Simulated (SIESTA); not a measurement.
AlN:

```xyz
2
Lattice="0.0000 2.1840 2.1840 2.1840 0.0000 2.1840 2.1840 2.1840 0.0000" Properties=species:S:1:pos:R:3 pbc="T T T"
Al    0.0000    0.0000    0.0000
N     1.0920    1.0920    1.0920
```

Measurements of this composition are mostly on another form, of space group No. 186.

Program: SIESTA 5.4.2. Alike in all runs: task band structure; no spin polarisation; cell as given; k mesh 10 × 10 × 10; smearing fermi-dirac 0.05 eV; grid cutoff 800 Ry; energy shift 0.003 Ry.

Order these runs on this cell by their band gap on the k mesh, lowest first.
A. level PBEsol; potentials or basis PseudoDojo 0.4 standard (PBEsol files), DZP (energy shift 0.003 Ry)
B. level PBE; potentials or basis PseudoDojo 0.4 standard (PBE files), DZ (energy shift 0.003 Ry)
C. level PBE; potentials or basis PseudoDojo 0.4 standard (PBE files), SZ (energy shift 0.003 Ry)

A (3.14 eV), B (3.34 eV), C (4.01 eV).

Caveats: the basis of atomic orbitals isn't converged, which shifts pressures, moduli and gaps; the basis has no polarisation orbitals (some runs).

